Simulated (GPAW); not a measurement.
Something may be wrong with this GPAW 26.7.0 calculation of CdSe.

File run.py:

```python
import numpy as np
from ase import Atoms
from ase.dft.bandgap import bandgap
from ase.io import write
from ase.units import Ha
from gpaw import GPAW, PW
from gpaw.hybrids.energy import non_self_consistent_energy
from gpaw.new.pw.nschse import non_self_consistent_matrix_elements

atoms = Atoms(['Cd', 'Se'],
              cell=[[0.0, 3.0702711986, 3.0702711986],
                    [3.0702711986, 0.0, 3.0702711986],
                    [3.0702711986, 3.0702711986, 0.0]],
              scaled_positions=[[0.0, 0.0, 0.0],
                                [0.25, 0.25, 0.25]],
              pbc=True)

calc = GPAW(mode=PW(450),
            xc='MGGA_X_R2SCAN+MGGA_C_R2SCAN',
            kpts={'size': (4, 4, 4), 'gamma': True},
            occupations={'name': 'fermi-dirac', 'width': 0.001},
            nbands=18,
            convergence={'density': 1e-06, 'bands': 16},
            maxiter=5,
            txt='gpaw.txt')
atoms.calc = calc
energy = atoms.get_potential_energy()
calc.write('gs.gpw')
write('result.traj', atoms)
print(f'Energy: {energy:.6f} eV')
print('Fermi level:', round(calc.get_fermi_level(), 4), 'eV')
print(f'Gap: {bandgap(calc)[0]:.4f} eV, direct: {bandgap(calc, direct=True)[0]:.4f} eV')

calc.write('wfs.gpw', mode='all')
eps = calc.eigenvalues()
free = calc.get_potential_energy(force_consistent=True)
semilocal_x = free + calc.get_xc_difference('MGGA_X_R2SCAN')  # without correlation
exact_x = non_self_consistent_energy(calc, 'EXX').sum()
h_x = non_self_consistent_matrix_elements(GPAW('wfs.gpw').dft, 'MGGA_X_R2SCAN')
h_exx = non_self_consistent_matrix_elements(GPAW('wfs.gpw').dft, 'EXX')
shift = np.einsum('sknn->skn', h_exx - h_x).real * Ha
np.savetxt('shift.dat', shift[..., :16].reshape((-1, 16)), fmt='%.4f')
occupied = eps < calc.get_fermi_level()
for name, a in {'r2SCAN0': 0.25, 'r2SCANh': 0.1, 'r2SCAN50': 0.5}.items():
    levels = (eps + a * shift)[..., :16]
    gap = levels[~occupied[..., :16]].min() - levels[occupied[..., :16]].max()
    print(f'{name}: share {a}, energy {free + a * (exact_x - semilocal_x):.6f} eV, gap {gap:.4f} eV')
```

Potentials or basis: GPAW PAW data sets (gpaw-data 1.2.1), pw.

Launch:

```sh
$ OMP_NUM_THREADS=1 python run.py
```

gpaw.txt:

```text
__  _  _
 | _ |_)|_||  |
 |__||  | ||/\| - 26.7.0

Input parameters:
  mode=PW(ecut=450.00000000000006),
  convergence={'density': 1e-06, 'bands': 16},
  kpts=MonkhorstPack(size=(4, 4, 4), gamma=True),
  maxiter=5,
  nbands=18,
  occupations=Occupations(name='fermi-dirac', width=0.001),
  xc=XC(name='MGGA_X_R2SCAN+MGGA_C_R2SCAN')

Diagonalizing LCAO Hamiltonian
Converting LCAO to pw mode

            Se

       Cd

Atoms  # Å, Bohr magnetons
|   | symbol |        x |        y |        z |    initial magnetic moments |
|---|--------|----------|----------|----------|-----------------------------|
| 0 |     Cd | 0.000000 | 0.000000 | 0.000000 | ( 0.0000,  0.0000,  0.0000) |
| 1 |     Se | 1.535136 | 1.535136 | 1.535136 | ( 0.0000,  0.0000,  0.0000) |

Unit cell  # Å
| periodic |        x |        y |        z |  lengths |    angles |
|----------|----------|----------|----------|----------|-----------|
[... 107 lines left out ...]
      filter: 1.77  # [Å]
      core: 2.67  # [Å]
    projectors
    | kind |    occ | energy [eV] | rcut [Å] |
    |------|--------|-------------|----------|
    |   4s |  2.000 |     -17.277 |    0.847 |
    |   4p |  4.000 |      -6.512 |    1.005 |
    |    s |        |       9.935 |    0.847 |
    |    p |        |      20.699 |    1.005 |
    |    d |        |       0.000 |    0.847 |

    Using partial waves for Se as LCAO basis

Reference energy: -218276.650467  # eV

eigensolver:
  PPCG
  Converge bands: 16
  niter=2

density mixing:
  MSR1-Mixer
  Pratt-step length: 0.05
  Maximum mixing coefficient: 0.75
  Old densities: 10
  SVD Regularization: 0.005
  Good broyden scale: 1.0
  Trust region scale: 1.0
  Backstep threshold: 4.0
  History deletion threshold: 6.0
  Fourier metric: weight=20.0, sigma=0.015

occupation numbers:
  Fermi-Dirac:
    width: 0.0010  # eV

poisson solver:
  ecut: 3600.0000000000005  # eV

xc functional:
  name: MGGA_X_R2SCAN+MGGA_C_R2SCAN with 2 nearest neighbor stencil

convergence criteria:
- Maximum integral of absolute [dens]ity change: 1e-06 electrons / valence electron
- Maximum [total energy] change in last 3 cyles: 0.0005 eV / valence electron
- Maximum integral of absolute [eigenst]ate change: 4e-08 eV^2 / valence electron
maximum number of iterations: 5

SCF iterations
|iter     | |      energy | eigst |  dens |
|---------|-|-------------|-------|-------|
|iter:   1| |  -31.191377 | +2.07 |       |
|iter:   2| |  -29.122635 | +0.06 | -1.19 |
|iter:   3| |  -32.492441 | -0.38 | -1.16 |
|iter:   4| |  -29.032555 | -0.79 | -0.62 |
|iter:   5| |  -28.920027 | -1.44 | -1.31 |
```

On the terminal:

```text
Traceback (most recent call last):
  File "run.py", line 27, in <module>
  File "ase/atoms.py", line 1971, in get_potential_energy
  File "new/ase_interface.py", line 292, in get_potential_energy
  File "new/ase_interface.py", line 215, in calculate_property
  File "new/ase_interface.py", line 177, in iconverge
  File "new/calculation.py", line 252, in iconverge
  File "new/scf.py", line 130, in iterate
gpaw.KohnShamConvergenceError
```

Q: How did it end, and where is the flaw?

A: No converged result was reached. The input holds a flaw that was put in on purpose: too few SCF iterations allowed.
